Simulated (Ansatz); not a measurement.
Input of an Ansatz 0.2.0 run:

The input input.yaml:

```yaml
crystal:
  lattice:
    - [-1.60842, 1.60842, 1.87318]
    - [1.60842, -1.60842, 1.87318]
    - [1.60842, 1.60842, -1.87318]
  atoms:
    - { symbol: Ge, position: [0.5, 0.5, 0.0] }
hamiltonian:
  xc: pbe
  pseudopotentials: { kind: paw }
kpoints:
  mp_grid: { grid: [12, 12, 12] }
scf:
  occupations: { method: gaussian, width: 0.013 }
output:
  forces: true
  stress: true
  eigenvalues: true
  write_density: true
  write_potential: true
  elf: true
  volumetric_format: npy
```

Potentials or basis: Ansatz PAW.

Command:

```sh
$ ansatz run input.yaml --threads 2 --pin off --max-ram 5632MiB --backend cpu --events-out ev --progress --plain --runs-dir out
```

Q: Estimate the pressure.

A: 0.9 GPa.

Q: Estimate the band gap on the k mesh.

A: None (metal or under the smearing width).

Stress tensor (GPa, compression positive):
```
0.53 0.00 0.00
0.00 0.53 0.00
0.00 0.00 1.50
```
